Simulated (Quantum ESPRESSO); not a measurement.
# Ge (Fd-3m) in Quantum ESPRESSO: a series of runs

Aim: see how the results for Ge move with the level of theory and the settings. Levels: RPBE, PBEsol, PBE, LDA. Tasks: phonons.

Everything below comes from runs of Quantum ESPRESSO 7.5. Logs are shortened: lines on timing, memory, paths and dates and some standing lists are left out, and cuts for length are marked.

**What was measured.**

From “Electronic and optical properties of SixGe1-x-ySny alloys lattice-matched to Ge”, 2021, arxiv:2109.02782, for a bulk crystal of Ge: band gap 0.666 eV (indirect) at 293 K; band gap 0.807 eV (direct) at 300 K.

From “Temperature-dependent photoluminescence in Ge: experiment and theory”, 2020, arxiv:2003.00143, for a bulk crystal of Ge at 0 K: band gap 0.744 eV (indirect).

The results are compared with them further down.

## 1. The structure

The structure is cubic, space group Fd-3m (No. 227). Conventional cell: a = 5.658 Å, b = 5.658 Å, c = 5.658 Å, α = 90.00°, β = 90.00°, γ = 90.00°. Ge (site symmetry -43m) has 4 Ge at 2.45 Å as nearest neighbours.

## 2. Phonons, RPBE

The input, pw.in:

```
&CONTROL
  calculation = 'scf'
  prefix = 'pwscf'
  outdir = './tmp'
  pseudo_dir = './pseudo'
  tprnfor = .true.
  tstress = .true.
  disk_io = 'low'
/
&SYSTEM
  ibrav = 0
  nat = 2
  ntyp = 1
  ecutwfc = 78
  nbnd = 21
  input_dft = 'rpbe'
  occupations = 'smearing'
  smearing = 'mv'
  degauss = 0.01469973
/
&ELECTRONS
  conv_thr = 4d-10
  electron_maxstep = 120
  mixing_beta = 0.5
/
ATOMIC_SPECIES
Ge    72.6300 Ge.upf
CELL_PARAMETERS angstrom
   0.0000000000    2.8289100000    2.8289100000
   2.8289100000    0.0000000000    2.8289100000
   2.8289100000    2.8289100000    0.0000000000
ATOMIC_POSITIONS crystal
Ge     0.7500000000    0.7500000000    0.7500000000
Ge     0.5000000000    0.5000000000    0.5000000000
K_POINTS automatic
8 8 8 0 0 0
```

The input, relax.in:

```
&CONTROL
  calculation = 'vc-relax'
  prefix = 'pwscf'
  outdir = './tmp'
  pseudo_dir = './pseudo'
  tprnfor = .true.
  tstress = .true.
  disk_io = 'low'
  nstep = 40
  forc_conv_thr = 0.0001
  etot_conv_thr = 1d-06
/
&SYSTEM
  ibrav = 0
  nat = 2
  ntyp = 1
  ecutwfc = 78
  nbnd = 21
  input_dft = 'rpbe'
  occupations = 'smearing'
  smearing = 'mv'
  degauss = 0.01469973
/
&ELECTRONS
  conv_thr = 4d-10
  electron_maxstep = 120
  mixing_beta = 0.5
/
&IONS
  ion_dynamics = 'bfgs'
/
&CELL
  cell_dynamics = 'bfgs'
  press = 0
  press_conv_thr = 0.2
/
ATOMIC_SPECIES
Ge    72.6300 Ge.upf
CELL_PARAMETERS angstrom
   0.0000000000    2.8289100000    2.8289100000
   2.8289100000    0.0000000000    2.8289100000
   2.8289100000    2.8289100000    0.0000000000
ATOMIC_POSITIONS crystal
Ge     0.7500000000    0.7500000000    0.7500000000
Ge     0.5000000000    0.5000000000    0.5000000000
K_POINTS automatic
8 8 8 0 0 0
```

The input, scf2.in:

```
&CONTROL
  calculation = 'scf'
  prefix = 'pwscf'
  outdir = './tmp'
  pseudo_dir = './pseudo'
  tprnfor = .true.
  tstress = .true.
  disk_io = 'low'
/
&SYSTEM
  ibrav = 0
  nat = 2
  ntyp = 1
  ecutwfc = 78
  nbnd = 21
  input_dft = 'rpbe'
  occupations = 'smearing'
  smearing = 'mv'
  degauss = 0.01469973
/
&ELECTRONS
  conv_thr = 1d-13
  electron_maxstep = 120
  mixing_beta = 0.5
  startingpot = 'file'
  startingwfc = 'file'
/
ATOMIC_SPECIES
Ge    72.6300 Ge.upf
CELL_PARAMETERS angstrom
   0.0000000000    2.9110976316    2.9110976316
   2.9110976316    0.0000000000    2.9110976316
   2.9110976316    2.9110976316    0.0000000000
ATOMIC_POSITIONS crystal
Ge     0.7500000000    0.7500000000    0.7500000000
Ge     0.5000000000    0.5000000000    0.5000000000
K_POINTS automatic
8 8 8 0 0 0
```

The input, ph.in:

```
phonons of Ge
&INPUTPH
  prefix = 'pwscf'
  outdir = './tmp'
  tr2_ph = 1d-16
  fildyn = 'dyn'
  niter_ph = 60
  alpha_mix(1) = 0.4
/
0.0000000000 0.0000000000 0.0000000000
```

The input, dynmat.in:

```
&INPUT
  fildyn = 'dyn'
  asr = 'crystal'
  filout = 'dynmat.disp'
  fileig = 'dynmat.eig'
/
```

Potentials or basis: PseudoDojo 0.4.1 SR PBE standard.

Started as:

```bash
$ OMP_NUM_THREADS=1 pw.x -in pw.in > pw.out
$ OMP_NUM_THREADS=1 pw.x -in relax.in > relax.out
$ OMP_NUM_THREADS=1 pw.x -in scf2.in > scf2.out
$ OMP_NUM_THREADS=1 ph.x -in ph.in > ph.out
$ OMP_NUM_THREADS=1 dynmat.x -in dynmat.in > dynmat.out
```

pw.out:

```text
This program is part of the open-source Quantum ESPRESSO suite
     for quantum simulation of materials; please cite
         "P. Giannozzi et al., J. Phys.:Condens. Matter 21 395502 (2009);
         "P. Giannozzi et al., J. Phys.:Condens. Matter 29 465901 (2017);
         "P. Giannozzi et al., J. Chem. Phys. 152 154105 (2020);
     in publications or presentations arising from this work. More details at

     IMPORTANT: XC functional enforced from input :
     Exchange-correlation= RPBE
                           (   1   4  44   4   0   0   0)
     Any further DFT definition will be discarded
     Please, verify this is what you really want

     Message from routine setup:
     using ibrav=0 with symmetry is DISCOURAGED, use correct ibrav instead

     G-vector sticks info
     --------------------
     sticks:   dense  smooth     PW     G-vecs:    dense   smooth      PW
     Sum        1237    1237    361                28475    28475    4573

     Using Slab Decomposition

     bravais-lattice index     =            0
     lattice parameter (alat)  =       7.5602  a.u.
     unit-cell volume          =     305.5512 (a.u.)^3
     number of atoms/cell      =            2
     number of atomic types    =            1
     number of electrons       =        28.00
     number of Kohn-Sham states=           21
     kinetic-energy cutoff     =      78.0000  Ry
     charge density cutoff     =     312.0000  Ry
     scf convergence threshold =      4.0E-10
     mixing beta               =       0.5000
     number of iterations used =            8  plain     mixing
     Exchange-correlation= RPBE
                           (   1   4  44   4   0   0   0)

     celldm(1)=   7.560195  celldm(2)=   0.000000  celldm(3)=   0.000000
     celldm(4)=   0.000000  celldm(5)=   0.000000  celldm(6)=   0.000000

     crystal axes: (cart. coord. in units of alat)
               a(1) = (   0.000000   0.707107   0.707107 )
               a(2) = (   0.707107   0.000000   0.707107 )
               a(3) = (   0.707107   0.707107   0.000000 )

     reciprocal axes: (cart. coord. in units 2 pi/alat)
               b(1) = ( -0.707107  0.707107  0.707107 )
               b(2) = (  0.707107 -0.707107  0.707107 )
               b(3) = (  0.707107  0.707107 -0.707107 )

     PseudoPot. # 1 for Ge read from file:
     Ge.upf
     Pseudo is Norm-conserving + core correction, Zval = 14.0
     Generated using ONCVPSP code by D. R. Hamann
     Using radial grid of 1560 points,  6 beta functions with:
                l(1) =   0
                l(2) =   0
                l(3) =   1
                l(4) =   1
                l(5) =   2
                l(6) =   2

     atomic species   valence    mass     pseudopotential
     Ge               14.00    72.63000     Ge( 1.00)

     48 Sym. Ops., with inversion, found (24 have fractional translation)

   Cartesian axes

     site n.     atom                  positions (alat units)
         1        Ge     tau(   1) = (   1.0606602   1.0606602   1.0606602  )
         2        Ge     tau(   2) = (   0.7071068   0.7071068   0.7071068  )

     number of k points=    29  Marzari-Vanderbilt smearing, width (Ry)=  0.0147
                       cart. coord. in units 2pi/alat
        k(    1) = (   0.0000000   0.0000000   0.0000000), wk =   0.0039062
        k(    2) = (   0.0883883   0.0883883  -0.0883883), wk =   0.0312500
        k(    3) = (   0.1767767   0.1767767  -0.1767767), wk =   0.0312500
        k(    4) = (   0.2651650   0.2651650  -0.2651650), wk =   0.0312500
        k(    5) = (  -0.3535534  -0.3535534   0.3535534), wk =   0.0156250
        k(    6) = (   0.1767767   0.0000000   0.0000000), wk =   0.0234375
[... 21 lines left out ...]
        k(   28) = (  -0.7071068   0.1767767  -0.0000000), wk =   0.0468750
        k(   29) = (  -0.7071068   0.3535534   0.0000000), wk =   0.0234375

     Dense  grid:    28475 G-vectors     FFT dimensions: (  48,  48,  48)

     Initial potential from superposition of free atoms

     starting charge      27.9984, renormalised to      28.0000
     Starting wfcs are   18 randomized atomic wfcs +    3 random wfcs

     Self-consistent Calculation

     iteration #  1     ecut=    78.00 Ry     beta= 0.50
     Davidson diagonalization with overlap
     ethr =  1.00E-02,  avg # of iterations =  5.7

     Threshold (ethr) on eigenvalues was too large:
     Diagonalizing with lowered threshold

     Davidson diagonalization with overlap
     ethr =  1.10E-04,  avg # of iterations =  3.9

     total energy              =    -357.52665556 Ry
     estimated scf accuracy    <       0.03154084 Ry

     iteration #  2     ecut=    78.00 Ry     beta= 0.50
     Davidson diagonalization with overlap
     ethr =  1.13E-04,  avg # of iterations =  1.0

     WARNING: integrated charge=    28.00022622, expected=    28.00000000

     total energy              =    -357.52700336 Ry
     estimated scf accuracy    <       0.00668003 Ry

     iteration #  3     ecut=    78.00 Ry     beta= 0.50
     Davidson diagonalization with overlap
     ethr =  2.39E-05,  avg # of iterations =  2.4

     WARNING: integrated charge=    28.00002968, expected=    28.00000000

     total energy              =    -357.52751565 Ry
     estimated scf accuracy    <       0.00007206 Ry

     iteration #  4     ecut=    78.00 Ry     beta= 0.50
     Davidson diagonalization with overlap
     ethr =  2.57E-07,  avg # of iterations =  4.3

     WARNING: integrated charge=    28.00000393, expected=    28.00000000

     total energy              =    -357.52753402 Ry
     estimated scf accuracy    <       0.00000170 Ry

     iteration #  5     ecut=    78.00 Ry     beta= 0.50
     Davidson diagonalization with overlap
     ethr =  6.08E-09,  avg # of iterations =  2.4

     total energy              =    -357.52753502 Ry
     estimated scf accuracy    <       0.00000025 Ry
[... 19 lines left out ...]
     total energy              =    -357.52753522 Ry
     estimated scf accuracy    <          9.4E-10 Ry

     iteration #  9     ecut=    78.00 Ry     beta= 0.50
     Davidson diagonalization with overlap
     ethr =  3.37E-12,  avg # of iterations =  2.0

     End of self-consistent calculation

          k = 0.0000 0.0000 0.0000 (  3527 PWs)   bands (ev):

   -15.2841 -15.2841 -15.2841 -15.2503 -15.2503 -15.0423 -15.0423 -15.0423
   -15.0307 -15.0307  -3.0303   9.7031   9.7031   9.7031   9.9009  12.2536
    12.2536  12.2536  16.3204  19.0545  19.0545

          k = 0.0884 0.0884-0.0884 (  3575 PWs)   bands (ev):

   -15.2923 -15.2923 -15.2817 -15.2390 -15.2390 -15.0547 -15.0547 -15.0451
   -15.0201 -15.0201  -2.8399   7.4025   9.3672   9.3672  10.8327  12.7039
    12.7039  13.2424  17.2245  18.2137  18.2137
[... 13 lines left out ...]
          k =-0.3536-0.3536 0.3536 (  3582 PWs)   bands (ev):

   -15.3083 -15.3083 -15.2668 -15.2091 -15.2091 -15.0775 -15.0775 -15.0622
   -15.0026 -15.0026  -0.9378   2.1418   8.2962   8.2962   9.9794  13.4400
    13.4400  16.9654  20.4209  20.9185  20.9509

          k = 0.1768 0.0000 0.0000 (  3575 PWs)   bands (ev):

   -15.2919 -15.2898 -15.2898 -15.2416 -15.2268 -15.0765 -15.0387 -15.0338
   -15.0338 -15.0156  -2.7754   7.3846   8.8265   8.8265  11.6324  12.0478
    13.4551  13.4551  17.0621  17.5166  19.3218

          k = 0.2652 0.0884-0.0884 (  3563 PWs)   bands (ev):

   -15.3051 -15.2978 -15.2813 -15.2278 -15.2072 -15.0967 -15.0549 -15.0370
   -15.0192 -15.0061  -2.3390   5.5786   8.1986   8.2634  11.6633  12.3820
    14.2871  14.6014  17.0313  18.7980  19.1608
[... 19 lines left out ...]
          k =-0.0884-0.2652 0.2652 (  3560 PWs)   bands (ev):

   -15.3112 -15.3088 -15.2638 -15.2196 -15.2022 -15.0899 -15.0744 -15.0542
   -15.0066 -14.9983  -1.8710   4.2388   7.1629   8.7749  11.4112  13.4758
    13.6983  15.4866  17.2641  18.7367  20.1141

          k = 0.0000-0.1768 0.1768 (  3557 PWs)   bands (ev):

   -15.3034 -15.2962 -15.2780 -15.2318 -15.2204 -15.0749 -15.0647 -15.0344
   -15.0248 -15.0064  -2.5268   6.1267   7.9662   9.3203  11.4997  12.8246
    13.0277  14.5390  17.2140  18.3328  18.3422

          k = 0.3536 0.0000 0.0000 (  3543 PWs)   bands (ev):

   -15.3021 -15.3021 -15.2908 -15.2168 -15.1819 -15.1281 -15.0616 -15.0177
   -15.0143 -15.0143  -2.0191   5.0475   7.6632   7.6632  10.7628  12.5143
    15.5572  15.5572  16.8541  20.0140  20.1255

          k = 0.4419 0.0884-0.0884 (  3546 PWs)   bands (ev):

   -15.3165 -15.3087 -15.2720 -15.1996 -15.1622 -15.1482 -15.0790 -15.0404
   -15.0034 -14.9948  -1.3593   3.6814   6.8546   7.3128  11.0204  12.4586
    15.5137  16.1802  19.0482  20.8421  20.8813
[... 7 lines left out ...]
          k =-0.0884-0.4419 0.4419 (  3556 PWs)   bands (ev):

   -15.3321 -15.3176 -15.2352 -15.1803 -15.1715 -15.1230 -15.1131 -15.0799
   -14.9904 -14.9778  -0.3641   2.1520   5.5689   7.6191  11.3745  14.8011
    15.3752  16.5511  17.4895  18.6851  21.6340

          k = 0.0000-0.3536 0.3536 (  3555 PWs)   bands (ev):

   -15.3242 -15.3170 -15.2411 -15.2067 -15.1798 -15.1092 -15.0890 -15.0776
   -14.9915 -14.9880  -1.1430   3.2240   5.8505   8.1959  11.7203  14.5001
    14.8813  15.0858  17.3306  19.2513  21.7295

          k = 0.5303-0.0000 0.0000 (  3539 PWs)   bands (ev):

   -15.3132 -15.3132 -15.2713 -15.1837 -15.1802 -15.1306 -15.0962 -15.0410
   -14.9961 -14.9961  -0.7886   2.8433   6.8917   6.8917  10.3315  11.3253
    17.7901  17.7901  19.0731  21.4698  22.2841

          k =-0.0884-0.6187 0.6187 (  3541 PWs)   bands (ev):

   -15.3242 -15.3167 -15.2457 -15.1992 -15.1601 -15.1170 -15.1140 -15.0678
   -14.9905 -14.9838   0.0427   1.7928   6.1445   6.8039  10.6526  11.6974
    17.6703  18.0463  20.3797  21.5567  21.7676

          k = 0.0000-0.5303 0.5303 (  3536 PWs)   bands (ev):

   -15.3342 -15.3186 -15.2317 -15.1740 -15.1493 -15.1355 -15.1309 -15.0819
   -14.9883 -14.9743   0.3907   1.4532   5.3774   7.0667  10.9119  13.8329
    16.9984  17.1044  17.9507  19.4748  23.4388

          k =-0.7071 0.0000 0.0000 (  3540 PWs)   bands (ev):

   -15.3175 -15.3175 -15.2340 -15.2340 -15.1378 -15.1378 -15.0809 -15.0809
   -14.9888 -14.9888   0.8614   0.8614   6.6263   6.6263  10.5054  10.5054
    19.2795  19.2795  21.4509  21.4509  22.4938

          k = 0.3536 0.1768 0.0000 (  3553 PWs)   bands (ev):

   -15.3125 -15.3099 -15.2679 -15.2148 -15.1864 -15.1180 -15.0676 -15.0479
   -15.0053 -14.9979  -1.7931   4.3877   6.8555   8.0883  12.1028  12.5774
    14.3875  15.2711  17.7476  19.9806  20.1106

          k =-0.2652-0.4419 0.6187 (  3557 PWs)   bands (ev):

   -15.3240 -15.3163 -15.2466 -15.2001 -15.1740 -15.1264 -15.0838 -15.0716
   -14.9938 -14.9867  -0.9839   2.9279   6.1741   7.6075  12.2173  13.1574
    14.6570  15.8783  19.0260  19.4553  21.3037
[... 13 lines left out ...]
          k =-0.0884-0.4419 0.6187 (  3545 PWs)   bands (ev):

   -15.3324 -15.3232 -15.2243 -15.1707 -15.1628 -15.1380 -15.1193 -15.0873
   -14.9849 -14.9762   0.1614   1.7193   5.5747   6.6208  12.0459  13.9735
    14.8475  16.8409  18.6394  21.3839  21.9272

          k = 0.0000-0.3536 0.5303 (  3557 PWs)   bands (ev):

   -15.3328 -15.3227 -15.2249 -15.1771 -15.1511 -15.1474 -15.1150 -15.0869
   -14.9856 -14.9765  -0.1655   2.0810   5.4249   6.9813  12.4191  14.2642
    14.7408  16.5274  17.9719  19.3805  23.1921

          k =-0.7071 0.1768-0.0000 (  3542 PWs)   bands (ev):

   -15.3251 -15.3251 -15.2153 -15.2153 -15.1395 -15.1395 -15.0969 -15.0969
   -14.9824 -14.9824   0.9094   0.9094   6.1668   6.1668  11.6895  11.6895
    17.3614  17.3614  20.8215  20.8215  22.6191

          k =-0.7071 0.3536 0.0000 (  3552 PWs)   bands (ev):

   -15.3311 -15.3311 -15.1923 -15.1923 -15.1452 -15.1452 -15.1134 -15.1134
   -14.9770 -14.9770   0.9600   0.9600   5.8056   5.8056  14.0764  14.0764
    14.4579  14.4579  20.7800  20.7800  22.7067

     the Fermi energy is     9.7540 ev

!    total energy              =    -357.52753522 Ry
     estimated scf accuracy    <          2.7E-11 Ry
     smearing contrib. (-TS)   =       0.00011090 Ry
     internal energy E=F+TS    =    -357.52764612 Ry

     The total energy is F=E-TS. E is the sum of the following terms:
     one-electron contribution =    -183.24576661 Ry
     hartree contribution      =     110.84230527 Ry
     xc contribution           =     -87.62342658 Ry
     ewald contribution        =    -197.50075820 Ry

     convergence has been achieved in   9 iterations

     Forces acting on atoms (cartesian axes, Ry/au):

     atom    1 type  1   force =    -0.00000000   -0.00000000   -0.00000000
     atom    2 type  1   force =    -0.00000000    0.00000000    0.00000000

     Total force =     0.000000     Total SCF correction =     0.000000

     Computing stress (Cartesian axis) and pressure

          total   stress  (Ry/bohr**3)                   (kbar)     P=       60.80
   0.00041329  -0.00000000  -0.00000000           60.80       -0.00       -0.00
  -0.00000000   0.00041329   0.00000000           -0.00       60.80        0.00
   0.00000000   0.00000000   0.00041329            0.00        0.00       60.80

=------------------------------------------------------------------------------=
   JOB DONE.
=------------------------------------------------------------------------------=
```

Wall time 18 min (1 thread of Arm Neoverse V1, shared host); peak memory 0.11 GiB.

Results:

| Quantity | Value |
| --- | --- |
| Free energy | -4864.4860 eV |
| Relaxed volume | 24.67 Å³/atom |
| Relaxed cell | a = 4.117 Å, b = 4.117 Å, c = 4.117 Å, α = 60.00°, β = 60.00°, γ = 60.00° |
| Space group after relaxing (to 0.05 Å) | Fd-3m (No. 227) |
| Pressure after relaxing | 0.3 GPa |
| Band gap on the k mesh | none (metal or under the smearing width) |
| Highest phonon frequency at Γ | 259 cm⁻¹ |

The path:
```tsv
step	energy change (eV)	largest force (eV/Å)	pressure (GPa)	volume (Å³)
1	0.0000	0.0000	6.08	45.28
2	-0.0428	0.0000	3.68	46.70
3	-0.0679	0.0000	1.40	48.29
4	-0.0725	0.0000	0.02	49.33
5	-0.0725	0.0000	0.00	49.34
```

Final structure:
```
CELL_PARAMETERS angstrom
0.00000 2.91110 2.91110
2.91110 0.00000 2.91110
2.91110 2.91110 0.00000
ATOMIC_POSITIONS crystal
Ge 0.75000 0.75000 0.75000
Ge 0.50000 0.50000 0.50000
```

Levels at points of the mesh, in eV from the Fermi level:
```
             k point  band 10  band 11  band 12  band 13  band 14  band 15  band 16  band 17  band 18  band 19
  (0.00, 0.00, 0.00)   -24.57   -12.00    -0.46     0.10     0.10     0.10     2.62     2.62     2.62     6.54
 (0.00, 0.00, -0.50)   -24.54   -10.11    -7.09    -1.18    -1.18     0.14     3.80     3.80     7.32    10.30
(0.00, -0.50, -0.50)   -24.53    -8.43    -8.43    -2.68    -2.68     1.02     1.02     8.98     8.98    11.02
```

Phonon frequencies in cm⁻¹ (negative: imaginary):
| q point | frequencies |
| --- | --- |
| (0.000, 0.000, 0.000) | -8 -8 -8 259 259 259 |

Optical modes at Γ, degenerate ones joined:
```tsv
cm⁻¹	components	symmetry	active in
259	3	T2g	Raman
```

Caveat: the potentials were made for another functional, which shifts forces and pressure; this crystal is a semiconductor, whose small gap the functional closes, so the metal is an error of the method.

(Part 1 of 4 ends here.)
